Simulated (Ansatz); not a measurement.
# Ga2O3: further runs on the relaxed cell

An exercise on one series of results from a longer session: the logs are not shown, and one member is left open.

Computed with Ansatz 0.2.0 (DFT PBE and PBEsol (the runs whose input is shown use PBEsol), scalar-relativistic, plane waves, PAW).

**The structure to begin with**

It takes space group Pna2_1 (No. 33, orthorhombic). The conventional cell has a = 5.117 Å, b = 8.802 Å, c = 9.415 Å, α = 90.00°, β = 90.00°, γ = 90.00°. Ga (site symmetry 1) is surrounded by 6 O at 1.91 to 2.07 Å. Ga (site symmetry 1) is surrounded by 5 O at 1.91 to 2.10 Å. Ga (site symmetry 1) has 4 O at 1.84 to 1.88 Å as nearest neighbours. Around O (site symmetry 1) lie 3 Ga at 1.91 to 1.92 Å. O (site symmetry 1) has 4 Ga at 1.87 to 2.09 Å as nearest neighbours. O (site symmetry 1) has 4 Ga at 1.88 to 2.10 Å as nearest neighbours. O (site symmetry 1) is surrounded by 3 Ga at 1.91 to 1.93 Å. Only part of the 10 independent sites is listed.

Structure file:

```xyz
40
Lattice="5.1172 0.0000 0.0000 0.0000 8.8016 0.0000 0.0000 0.0000 9.4151" Properties=species:S:1:pos:R:3 pbc="T T T"
Ga    0.9613    2.9761    0.2822
Ga    4.1559    5.8255    4.9897
Ga    1.5973    7.3769    4.9897
Ga    3.5199    1.4247    0.2822
Ga    3.4731    4.6848    0.4065
Ga    1.6441    4.1168    5.1141
Ga    4.2027    0.2840    5.1141
Ga    0.9145    8.5176    0.4065
Ga    0.9811    5.7227    2.3671
Ga    4.1361    3.0789    7.0746
Ga    1.5775    1.3219    7.0746
Ga    3.5397    7.4797    2.3671
Ga    0.9065    5.7413    7.9161
Ga    4.2107    3.0603    3.2085
Ga    1.6521    1.3405    3.2085
Ga    3.4651    7.4611    7.9161
O     1.7881    4.3847    1.2685
O     3.3291    4.4169    5.9760
O     0.7705    8.7855    5.9760
O     4.3467    0.0161    1.2685
O     5.0003    4.3005    8.5292
O     0.1169    4.5011    3.8217
O     2.6755    8.7013    3.8217
O     2.4417    0.1003    8.5292
O     1.7774    1.3956    1.3309
O     3.3398    7.4060    6.0385
O     0.7812    5.7964    6.0385
O     4.3360    3.0052    1.3309
O     4.3433    5.9073    1.5845
O     0.7739    2.8942    6.2921
O     3.3325    1.5066    6.2921
O     1.7847    7.2950    1.5845
O    -0.1518    7.2550    3.8892
O     0.1518    1.5466    8.5967
O     2.7104    2.8542    8.5967
O     2.4068    5.9474    3.8892
O     2.6570    5.8757    8.4789
O     2.4602    2.9259    3.7714
O     5.0188    1.4749    3.7714
O     0.0984    7.3267    8.4789
```

It is the result of an earlier relaxation at this level (volume 10.60 Å³/atom; gap on the mesh: 2.10 eV).

Set-up of the first run:

The input, input.yaml:

```yaml
crystal:
  lattice:
    - [5.1172044872, 0.0, 0.0]
    - [0.0, 8.8015863344, 0.0]
    - [0.0, 0.0, 9.4150674803]
  atoms:
    - { symbol: Ga, position: [0.1878618307, 0.3381323555, 0.0299685397] }
    - { symbol: Ga, position: [0.8121381693, 0.6618676445, 0.5299685397] }
    - { symbol: Ga, position: [0.3121381693, 0.8381323555, 0.5299685397] }
    - { symbol: Ga, position: [0.6878618307, 0.1618676445, 0.0299685397] }
    - { symbol: Ga, position: [0.6787026804, 0.5322667456, 0.0431780549] }
    - { symbol: Ga, position: [0.3212973196, 0.4677332544, 0.5431780549] }
    - { symbol: Ga, position: [0.8212973196, 0.0322667456, 0.5431780549] }
    - { symbol: Ga, position: [0.1787026804, 0.9677332544, 0.0431780549] }
    - { symbol: Ga, position: [0.1917299972, 0.6501927621, 0.2514157399] }
    - { symbol: Ga, position: [0.8082700028, 0.3498072379, 0.7514157399] }
    - { symbol: Ga, position: [0.3082700028, 0.1501927621, 0.7514157399] }
    - { symbol: Ga, position: [0.6917299972, 0.8498072379, 0.2514157399] }
    - { symbol: Ga, position: [0.1771511649, 0.652299945, 0.8407868973] }
    - { symbol: Ga, position: [0.8228488351, 0.347700055, 0.3407868973] }
    - { symbol: Ga, position: [0.3228488351, 0.152299945, 0.3407868973] }
    - { symbol: Ga, position: [0.6771511649, 0.847700055, 0.8407868973] }
    - { symbol: O, position: [0.3494298928, 0.4981720877, 0.1347291966] }
    - { symbol: O, position: [0.6505701072, 0.5018279123, 0.6347291966] }
    - { symbol: O, position: [0.1505701072, 0.9981720877, 0.6347291966] }
    - { symbol: O, position: [0.8494298928, 0.0018279123, 0.1347291966] }
    - { symbol: O, position: [0.9771614966, 0.4886086752, 0.905912778] }
    - { symbol: O, position: [0.0228385034, 0.5113913248, 0.405912778] }
    - { symbol: O, position: [0.5228385034, 0.9886086752, 0.405912778] }
    - { symbol: O, position: [0.4771614966, 0.0113913248, 0.905912778] }
    - { symbol: O, position: [0.3473423522, 0.1585641276, 0.1413623276] }
    - { symbol: O, position: [0.6526576478, 0.8414358724, 0.6413623276] }
    - { symbol: O, position: [0.1526576478, 0.6585641276, 0.6413623276] }
    - { symbol: O, position: [0.8473423522, 0.3414358724, 0.1413623276] }
    - { symbol: O, position: [0.8487589185, 0.6711683091, 0.168299287] }
    - { symbol: O, position: [0.1512410815, 0.3288316909, 0.668299287] }
    - { symbol: O, position: [0.6512410815, 0.1711683091, 0.668299287] }
    - { symbol: O, position: [0.3487589185, 0.8288316909, 0.168299287] }
    - { symbol: O, position: [-0.0296653778, 0.8242864379, 0.4130805203] }
    - { symbol: O, position: [0.0296653778, 0.1757135621, 0.9130805203] }
    - { symbol: O, position: [0.5296653778, 0.3242864379, 0.9130805203] }
    - { symbol: O, position: [0.4703346222, 0.6757135621, 0.4130805203] }
    - { symbol: O, position: [0.5192273292, 0.6675705638, 0.9005666588] }
    - { symbol: O, position: [0.4807726708, 0.3324294362, 0.4005666588] }
    - { symbol: O, position: [0.9807726708, 0.1675705638, 0.4005666588] }
    - { symbol: O, position: [0.0192273292, 0.8324294362, 0.9005666588] }
basis:
  ecutwfc: 420
kpoints:
  mp_grid: { grid: [6, 4, 4] }
hamiltonian:
  xc: pbesol
scf:
  occupations: { method: gaussian, width: 0.02 }
output:
  forces: true
  stress: true
  eigenvalues: true
relax:
  adjacent_minimum: "off"
  f_tol: 0.005
  max_steps: 50
  cell: { stress_tol: 0.05 }
```

Started as:

```bash
ansatz run input.yaml --threads 8 --pin off --max-ram 22528MiB --backend cpu --events-out ev --progress --plain --runs-dir out
```

Among the steps run: The cell under PBEsol; Relaxing with PBE+D3(BJ); The cell under LDA; The cell under r2SCAN.

One table of the session follows, with a row left open; its other results are not shown here.

It belongs to the step «Relaxed cells side by side». 

| functional | a (Å) | b (Å) | c (Å) | volume (Å³/atom) | gap on the mesh (eV) |
| --- | --- | --- | --- | --- | --- |
| PBE | 5.117 | 8.802 | 9.415 | 10.60 | 2.10 |
| PBEsol | 5.062 | 8.686 | 9.294 | 10.22 | 2.34 |
| PBE+D3(BJ) | 5.094 | 8.746 | 9.352 | 10.41 | 2.24 |
| LDA | ? | ? | ? | ? | ? |
| r2SCAN | 5.042 | 8.673 | 9.285 | 10.15 | 3.16 |

Estimate the missing values for LDA.

**Answer.** a (Å): 5.008; b (Å): 8.597; c (Å): 9.193; volume (Å³/atom): 9.89; gap on the mesh (eV): 2.63. In the column «a (Å)» it is the lowest.
